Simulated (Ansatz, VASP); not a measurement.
# MgO in VASP and in Ansatz

```
Mg O
1.0
     0.00000    2.28201    2.28201
     2.28201    0.00000    2.28201
     2.28201    2.28201    0.00000
Mg O
1 1
Direct
  0.00000 0.00000 0.00000
  0.25000 0.25000 0.25000
```

The cell was built by a generator and needn't be a form met in nature.

Alike in both runs: task single point; functional r2SCAN; k mesh 6 × 6 × 6; no spin polarisation.

```csv
,VASP,Ansatz
version,VASP 6.6.1,Ansatz 0.2.0
potentials or method,"VASP PAW PBE potentials, release 64 (Mg, O)","plane waves, PAW"
plane-wave cutoff (eV),520,500
occupations,"gaussian, width 0.01 eV",fixed
valence electrons in the cell,8,16
```

Ansatz gave:

| Property | Result |
| --- | --- |
| gap on the k mesh at the Fermi level (eV) | 4.34 |
| pressure (GPa) | 0.0 |

Which values does VASP return?

gap on the k mesh at the Fermi level (eV): 4.32; pressure (GPa): -0.6.

The two sets of potentials don't hold the same shells in valence.

Caveats: the PAW data sets were made with another functional, which shifts forces and pressure a little (VASP). r2SCAN opens gaps a little over a GGA but as a rule still falls short of measured ones.
